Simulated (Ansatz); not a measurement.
A (110) slab of PtSe$_{2}$ (P-3m1 (No. 164)), 6 planes, outer planes PtSe2 (top) and PtSe2 (bottom), with 18 atoms (Pt6Se12) in a surface cell of A = 31.678 Å², as cut from the bulk:

```xyz
18
Lattice="4.8633 0.0000 0.0000 0.0000 6.5138 0.0000 0.0000 0.0000 24.4018" Properties=species:S:1:pos:R:3 pbc="T T T"
Pt    0.0000    3.2569    7.5000
Se    3.5956    1.0856    7.5000
Se    1.2677    5.4281    7.5000
Pt    0.0000    0.0000    9.3804
Se    3.5956    4.3425    9.3804
Se    1.2677    2.1713    9.3804
Pt    0.0000    3.2569   11.2607
Se    3.5956    1.0856   11.2607
Se    1.2677    5.4281   11.2607
Pt    0.0000    0.0000   13.1411
Se    3.5956    4.3425   13.1411
Se    1.2677    2.1713   13.1411
Pt    0.0000    3.2569   15.0214
Se    3.5956    1.0856   15.0214
Se    1.2677    5.4281   15.0214
Pt    0.0000    0.0000   16.9018
Se    3.5956    4.3425   16.9018
Se    1.2677    2.1713   16.9018
```

These are results of DFT PBEsol, scalar-relativistic, plane waves, PAW (Ansatz 0.2.0), not measurements. Plane waves to 420 eV, a k mesh through Γ of 7×6×1 on the computed 18-atom cell and Gaussian smearing (0.10 eV); no spin polarisation. The cell repeats along c with a dipole correction in the vacuum.

Against the same 18 atoms in the bulk, the slab as cut lies 5.236 eV higher and the relaxed slab 4.462 eV higher.

Question: Work out the surface energy before and after relaxation.

Answer: The slab has two faces, so γ = (E_slab − N·E_bulk)/(2A), the mean of both. As cut: 5.236/(2 × 31.678) = 0.0826 eV/Å², and 1 eV/Å² = 16.02 J/m², so γ = 1.32 J/m². Relaxed: 4.462/(2 × 31.678) = 0.0704 eV/Å² = 1.13 J/m². Relaxation recovers 15 % of the cost of cutting.

Question: What is the ideal work of this cut, per area?

Answer: Griffith's ideal work is 2γ: 2.65 J/m² if the new faces stay rigid, 2.26 J/m² if they relax. One thickness was run, 6 planes, so γ can still shift with it.

The cut runs across the PtSe₂ layers rather than between them, so its cost is mainly that of breaking covalent Pt–Se bonds. In the unrelaxed geometry each outermost Pt loses two of its six Se neighbours and each outermost Se one of its three. Every plane has the composition PtSe₂, so the termination is stoichiometric and nonpolar, and the two faces as cut are equivalent by symmetry. The mean of 1.32 J/m² therefore describes each of them.

Relaxation recovers only 15 % of the cost, which suggests that the surface atoms strengthen their remaining bonds and rehybridise without replacing the ones that were lost. The relaxed 1.13 J/m² is thus best read as the energy of a layer edge. It doesn't measure how easily the crystal exfoliates, since cleavage between the layers cuts no Pt–Se bonds and is the preferred mode in such dichalcogenides. Edges with excess or missing Se, or with a longer surface period, could still be lower in energy under suitable conditions.
